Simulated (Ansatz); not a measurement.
# Si: the cost of one run

Computed with Ansatz 0.2.0 (DFT r2SCAN, scalar-relativistic, plane waves, PAW, unless a step's input says otherwise).

### Step 1. Starting point

Symmetry: P-3m1, No. 164, trigonal system. Conventional cell: a = 3.747 Å, b = 3.747 Å, c = 23.738 Å, α = 90.00°, β = 90.00°, γ = 120.00°. Si (site symmetry 3m) has 3 Si at 2.21 Å in its first shell of neighbours.

Coordinates:

```
Si
1.0
     3.74673    0.00000    0.00000
    -1.87337    3.24477    0.00000
     0.00000    0.00000   23.73836
Si
8
Direct
  0.00000 0.00000 0.70512
  0.33333 0.66667 0.68616
  0.00000 0.00000 0.57469
  0.33333 0.66667 0.55574
  0.00000 0.00000 0.44426
  0.33333 0.66667 0.42531
  0.00000 0.00000 0.31384
  0.33333 0.66667 0.29488
```

### Step 2. Relaxing the atoms: Si8 slab, no spin

The input, input.yaml:

```yaml
crystal:
  lattice:
    - [3.74673423, 0.0, 0.0]
    - [-1.87336711, 3.24476702, 0.0]
    - [0.0, 0.0, 23.73835715]
  atoms:
    - { symbol: Si, position: [0.0, 0.0, 0.7051186] }
    - { symbol: Si, position: [0.33333333, 0.66666667, 0.68616194] }
    - { symbol: Si, position: [0.0, 0.0, 0.57469175] }
    - { symbol: Si, position: [0.33333333, 0.66666667, 0.55573509] }
    - { symbol: Si, position: [0.0, 0.0, 0.44426491] }
    - { symbol: Si, position: [0.33333333, 0.66666667, 0.42530825] }
    - { symbol: Si, position: [0.0, 0.0, 0.31383806] }
    - { symbol: Si, position: [0.33333333, 0.66666667, 0.2948814] }
scf:
  occupations: { method: gaussian, width: 0.03 }
output:
  forces: true
  write_density: true
  write_potential: true
  elf: true
  volumetric_format: npy
hamiltonian:
  xc: r2scan
efield:
  axis: 3
  dipole_correction: true
kpoints:
  mp_grid: { grid: [10, 10, 1] }
relax:
  f_tol: 0.015
```

Command:

```console
ansatz run input.yaml --threads 8 --pin off --max-ram 12288MiB --backend cpu --events-out ev --progress --plain --runs-dir out
```

What time and memory should one allow on 8 threads of Arm Neoverse V1, shared host?

About 27 s, with a peak of 1.3 GiB.
